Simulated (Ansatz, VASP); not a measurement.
# CaO in VASP and in Ansatz

```
Ca O
1.0
     1.65055   -2.85816    0.00729
    -4.94996   -2.85713    0.00124
    -0.00535    0.01267   -5.99910
Ca O
4 4
Direct
  0.99996 0.66670 0.99996
  0.99998 0.66671 0.49996
  0.49999 0.16671 0.00005
  0.50001 0.16671 0.50006
  0.49995 0.83329 0.75000
  0.50002 0.83329 0.25000
  0.00007 0.33329 0.74999
  0.00002 0.33329 0.24998
```

Change from the starting cell: cell x4, atoms moved at random (sigma 0.1 Å) and cell strained at random (1.5 %), then relaxed without symmetry.

Alike in both runs: functional PBE; k mesh 4 × 2 × 2; occupations gaussian, width 0.1 eV; no spin polarisation.

Ansatz relaxed the structure, and its values are those at the end. VASP's run is a single point on that final structure, the one shown.

|  | VASP | Ansatz |
| --- | --- | --- |
| version | VASP 6.6.1 | Ansatz 0.2.0 |
| potentials or method | VASP PAW PBE potentials, release 64 (Ca_sv, O) | scalar-relativistic, plane waves, PAW |
| plane-wave cutoff (eV) | 520 | 420 |
| valence electrons in the cell | 64 | 64 |

Ansatz gave:

```
gap on the k mesh at the Fermi level (eV) : 3.32
least direct gap on the mesh (eV)         : 3.32
pressure (GPa)                            : 0.0
```

Problem. What did VASP give for the same quantities?

Solution. gap on the k mesh at the Fermi level (eV): 3.31; least direct gap on the mesh (eV): 3.31; pressure (GPa): 0.5.

Caveats: the k mesh is coarse (spacing up to 0.55 Å⁻¹), so the values aren't converged. A k mesh can miss the band edges.
